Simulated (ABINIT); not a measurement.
Here is an ABINIT 10.8.3 (patched build) calculation.

The input run.abi:

```
# Datasets
ndtset 3

# Pseudopotentials
pp_dirpath "./"
pseudos "Mn.upf, O.upf"

# Structure
acell 3*1.0
rprim
     0.0000000000     4.2025764847     4.2025764847
     4.2025764847     0.0000000000     4.2025764847
     4.2025764847     4.2025764847     0.0000000000
ntypat 2
znucl 25 8
natom 2
typat 1 2
xred
            0.0            0.0            0.0
            1/2            1/2            1/2

# Plane-wave basis
ecut 46.0

# k points
ngkpt 6 6 6
nshiftk 4
shiftk
     0.5000000000     0.5000000000     0.5000000000
     0.5000000000     0.0000000000     0.0000000000
     0.0000000000     0.5000000000     0.0000000000
     0.0000000000     0.0000000000     0.5000000000
istwfk *1

# Exchange and correlation
ixc 7

# Bands and occupations
occopt 3
tsmear 0.05 eV

# Spin
nsppol 2
spinat
     0.0000000000     0.0000000000     4.0000000000
     0.0000000000     0.0000000000     0.0000000000

# SCF cycle
nstep 80

# Output
iomode 3
prteig 0
prtebands 0

# Dataset 1: ground state
nband1 16
tolvrs1 1.0e-12
prtden1 1
prtwf1 0
kptopt1 1

# Dataset 2: empty bands at fixed density
iscf2 -3
getden2 1
nband2 20
nbdbuf2 4
tolwfr2 1.0e-12
nstep2 120
prtden2 0
kptopt2 1

# Dataset 3: wave functions and velocity matrix elements in the full zone
optdriver3 8
wfk_task3 "wfk_optics_fullbz"
getwfk3 2
nband3 16
kptopt3 1
prtevk3 1
inclvkb3 2
```

Contents of optic.abi:

```
&FILES
 ddkfile_1 = 'runo_DS3_1_EVK.nc',
 ddkfile_2 = 'runo_DS3_2_EVK.nc',
 ddkfile_3 = 'runo_DS3_3_EVK.nc',
 wfkfile = 'runo_DS3_WFK.nc'
/
&PARAMETERS
 broadening = 0.007350,
 domega = 0.002,
 maxomega = 0.8,
 scissor = 0.000000,
 tolerance = 0.002
/
&COMPUTATIONS
 num_lin_comp = 1,
 lin_comp = 11,
 num_nonlin_comp = 0
/
```

Potentials or basis: PseudoDojo NC SR LDA v0.4.1 standard.

Launch:

```bash
$ abinit run.abi > log 2>&1
$ optic optic.abi > optic.log 2>&1
```

(1) Predict the pressure.

(2) Estimate the site moments.

Results:

(1) -17.2 GPa.

(2) Mn +4.00; O +0.23 μB.

Caveat: so large a pressure means that the cell lies far from this level's equilibrium, or that cutoff or potentials fall short; a cell with one magnetic atom can't hold antiferromagnetic order, which such compounds often take.
